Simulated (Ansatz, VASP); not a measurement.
## LiF in VASP and in Ansatz

```
CELL_PARAMETERS angstrom
3.17757 0.00000 0.00000
-1.58879 2.75186 0.00000
0.00000 0.00000 4.74380
ATOMIC_POSITIONS crystal
Li 0.33333 0.66667 0.43207
Li 0.66667 0.33333 0.93207
F 0.33333 0.66667 0.99393
F 0.66667 0.33333 0.49393
```

Alike in both runs: task single point; functional PBE; k mesh 9 × 9 × 6; occupations gaussian, width 0.05 eV; no spin polarisation.

|  | VASP | Ansatz |
| --- | --- | --- |
| version | VASP 6.6.1 | Ansatz 0.2.0 |
| potentials or method | VASP PAW PBE potentials, release 64 (Li_sv, F) | scalar-relativistic, plane waves, PAW |
| plane-wave cutoff (eV) | 520 | 520 |
| valence electrons in the cell | 20 | 20 |

Ansatz gave:

```
gap on the k mesh at the Fermi level (eV) : 7.34
least direct gap on the mesh (eV)         : 7.34
rms of the force components (eV/Å)        : 0.117
```

Q: Estimate VASP's values.

A: gap on the k mesh at the Fermi level (eV): 7.33; least direct gap on the mesh (eV): 7.33; rms of the force components (eV/Å): 0.121.

Atom by atom the forces differ by 0.004 eV/Å (rms over components).

Caveats: an odd mesh through Γ misses points on the zone boundary, where band edges often lie.
